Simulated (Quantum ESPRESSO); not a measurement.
# KI (Fm-3m) in Quantum ESPRESSO: notebook, part 2 of 2

Quantum ESPRESSO 7.5. The steps go on from the part before.

### 4 Single point, LDA, 42.33 Å³/atom

Contents of pw.in:

```
&CONTROL
  calculation = 'scf'
  prefix = 'pwscf'
  outdir = './tmp'
  pseudo_dir = './pseudo'
  tprnfor = .true.
  tstress = .true.
  disk_io = 'nowf'
/
&SYSTEM
  ibrav = 0
  nat = 2
  ntyp = 2
  ecutwfc = 72
  nbnd = 14
  occupations = 'smearing'
  smearing = 'fd'
  degauss = 0.00367493
/
&ELECTRONS
  conv_thr = 4d-10
  electron_maxstep = 120
  mixing_beta = 0.5
/
ATOMIC_SPECIES
I    126.9045 I.upf
K     39.0983 K.upf
CELL_PARAMETERS angstrom
   0.0000000000    3.4850289444    3.4850289444
   3.4850289444    0.0000000000    3.4850289444
   3.4850289444    3.4850289444    0.0000000000
ATOMIC_POSITIONS crystal
I      0.5000000000    0.5000000000    0.5000000000
K      0.0000000000    0.0000000000    0.0000000000
K_POINTS automatic
7 7 7 0 0 0
```

Launch:

```
$ OMP_NUM_THREADS=1 pw.x -in pw.in > pw.out
```

Run time: 19 s. Hardware: 1 thread of Intel Xeon 6975P-C (Granite Rapids), shared host; peak memory 0.1 GiB.

The run converged. Its results:

```yaml
Free_energy: -1171.3052 eV
Pressure: -0.9 GPa
Band_gap_on_the_k_mesh: 3.70 eV, direct
```

Caveat: spin-orbit coupling is left out, which moves the levels of the heavy elements.

### 5 Single point, LDA, 43.21 Å³/atom

pw.in: that of step 4 with these lines changed.

```diff
@@ -28,5 +28,5 @@
 CELL_PARAMETERS angstrom
-   0.0000000000    3.4850289444    3.4850289444
-   3.4850289444    0.0000000000    3.4850289444
-   3.4850289444    3.4850289444    0.0000000000
+   0.0000000000    3.5090643863    3.5090643863
+   3.5090643863    0.0000000000    3.5090643863
+   3.5090643863    3.5090643863    0.0000000000
 ATOMIC_POSITIONS crystal
```

Launch:

```
$ OMP_NUM_THREADS=1 pw.x -in pw.in > pw.out
```

It took 18 s on 1 thread of Intel Xeon 6975P-C (Granite Rapids), shared host; peak memory 0.1 GiB.

The run converged. Its results:

```
Free energy            : -1171.2940 eV
Pressure               : -1.1 GPa
Band gap on the k mesh : 3.65 eV, direct
```

Caveat: spin-orbit coupling is left out, which moves the levels of the heavy elements.

### 6 Single point, LDA, 44.09 Å³/atom

pw.in: that of step 5 with these lines changed.

```diff
@@ -28,5 +28,5 @@
 CELL_PARAMETERS angstrom
-   0.0000000000    3.5090643863    3.5090643863
-   3.5090643863    0.0000000000    3.5090643863
-   3.5090643863    3.5090643863    0.0000000000
+   0.0000000000    3.5327750000    3.5327750000
+   3.5327750000    0.0000000000    3.5327750000
+   3.5327750000    3.5327750000    0.0000000000
 ATOMIC_POSITIONS crystal
```

Potentials or basis: PseudoDojo 0.4.1 SR LDA standard.

Launch:

```
$ OMP_NUM_THREADS=1 pw.x -in pw.in > pw.out
```

Run time: 19 s. Hardware: 1 thread of Intel Xeon 6975P-C (Granite Rapids), shared host; peak memory 0.11 GiB.

It converged, with:

```
Free energy            : -1171.2806 eV
Pressure               : -1.3 GPa
Band gap on the k mesh : 3.60 eV, direct
```

Caveat: spin-orbit coupling is left out, which moves the levels of the heavy elements.

### 7 Single point, LDA, 44.97 Å³/atom

pw.in: that of step 6 with these lines changed.

```diff
@@ -28,5 +28,5 @@
 CELL_PARAMETERS angstrom
-   0.0000000000    3.5327750000    3.5327750000
-   3.5327750000    0.0000000000    3.5327750000
-   3.5327750000    3.5327750000    0.0000000000
+   0.0000000000    3.5561715428    3.5561715428
+   3.5561715428    0.0000000000    3.5561715428
+   3.5561715428    3.5561715428    0.0000000000
 ATOMIC_POSITIONS crystal
```

Launch:

```
$ OMP_NUM_THREADS=1 pw.x -in pw.in > pw.out
```

It took 18 s on 1 thread of Intel Xeon 6975P-C (Granite Rapids), shared host; peak memory 0.1 GiB.

Results (log left out):

- Free energy: -1171.2652 eV
- Pressure: -1.5 GPa
- Band gap on the k mesh: 3.56 eV, direct

Caveat: spin-orbit coupling is left out, which moves the levels of the heavy elements; an odd mesh through Γ misses points on the zone boundary, where band edges often lie.

### 8 Single point, LDA, 45.85 Å³/atom

pw.in: that of step 7 with these lines changed.

```diff
@@ -28,5 +28,5 @@
 CELL_PARAMETERS angstrom
-   0.0000000000    3.5561715428    3.5561715428
-   3.5561715428    0.0000000000    3.5561715428
-   3.5561715428    3.5561715428    0.0000000000
+   0.0000000000    3.5792642128    3.5792642128
+   3.5792642128    0.0000000000    3.5792642128
+   3.5792642128    3.5792642128    0.0000000000
 ATOMIC_POSITIONS crystal
```

Launch:

```
$ OMP_NUM_THREADS=1 pw.x -in pw.in > pw.out
```

Run time: 19 s. Hardware: 1 thread of Intel Xeon 6975P-C (Granite Rapids), shared host; peak memory 0.11 GiB.

The run converged. Its results:

```
Free energy            : -1171.2481 eV
Pressure               : -1.6 GPa
Band gap on the k mesh : 3.52 eV, direct
```

Caveat: spin-orbit coupling is left out, which moves the levels of the heavy elements; an odd mesh through Γ misses points on the zone boundary, where band edges often lie.

### 9 Single point, LDA, 46.74 Å³/atom

pw.in: that of step 8 with these lines changed.

```diff
@@ -28,5 +28,5 @@
 CELL_PARAMETERS angstrom
-   0.0000000000    3.5792642128    3.5792642128
-   3.5792642128    0.0000000000    3.5792642128
-   3.5792642128    3.5792642128    0.0000000000
+   0.0000000000    3.6020626887    3.6020626887
+   3.6020626887    0.0000000000    3.6020626887
+   3.6020626887    3.6020626887    0.0000000000
 ATOMIC_POSITIONS crystal
```

Potentials or basis: PseudoDojo 0.4.1 SR LDA standard.

Launch:

```
$ OMP_NUM_THREADS=1 pw.x -in pw.in > pw.out
```

It took 19 s on 1 thread of Intel Xeon 6975P-C (Granite Rapids), shared host; peak memory 0.11 GiB.

The run converged. Its results:

```
Free energy            : -1171.2294 eV
Pressure               : -1.8 GPa
Band gap on the k mesh : 3.48 eV, direct
```

Caveat: spin-orbit coupling is left out, which moves the levels of the heavy elements; an odd mesh through Γ misses points on the zone boundary, where band edges often lie.

### 10 Equation of state, LDA

No new run: the results of the series are fitted here.

What came out:

```
Equilibrium volume : 39.61 Å³/atom (rough: see the caveat)
Bulk modulus       : 16.0 GPa (rough)
```

Energy against volume, from the lowest point:
| volume (Å³/atom) | energy (meV/atom) |
| --- | --- |
| 41.445 | 0.00 |
| 42.327 | 4.28 |
| 43.209 | 9.86 |
| 44.091 | 16.57 |
| 44.973 | 24.28 |
| 45.854 | 32.84 |
| 46.736 | 42.15 |

Caveat: the minimum lies outside the volumes run.

### 11 Comparison with measurements

Step 2. Measured gap of KI: 6.32 eV (a printed reference work, monograph). This calculation gives 3.60 eV (-2.72 eV). Spin-orbit coupling on I is left out. The value is that of LDA, without temperature or zero-point motion. Semilocal functionals fall short of measured gaps as a rule.
